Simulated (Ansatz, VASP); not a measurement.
Zr in VASP and in Ansatz

```
Zr
1.0
     3.23200    0.00000    0.00000
    -1.61600    2.79899    0.00000
     0.00000    0.00000    5.14700
Zr
2
Direct
  0.33333 0.66667 0.25000
  0.66667 0.33333 0.75000
```

Alike in both runs: task single point; functional PBE; dispersion D4; k mesh 8 × 8 × 5; occupations fermi-dirac, width 0.05 eV; no spin polarisation.

|  | VASP | Ansatz |
| --- | --- | --- |
| version | VASP 6.6.1 | Ansatz 0.2.0 |
| potentials or method | VASP PAW PBE potentials, release 64 (Zr_sv) | plane waves, norm-conserving potentials |
| plane-wave cutoff (eV) | 520 | 898 |
| valence electrons in the cell | 24 | 24 |

Ansatz gave:

| Quantity | Value |
| --- | --- |
| pressure (GPa) | -0.8 |
| largest component of the traceless stress (GPa) | 0.72 |
| dispersion energy (meV/atom) | -204.7 |

Q: Which values does VASP return?

A: Pressure (GPa): -0.8; largest component of the traceless stress (GPa): 0.71; dispersion energy (meV/atom): -204.5.

Ansatz warned: «stress_scf_threshold_loose».

Caveats: pairwise dispersion overbinds metals, which lowers pressure and volume.
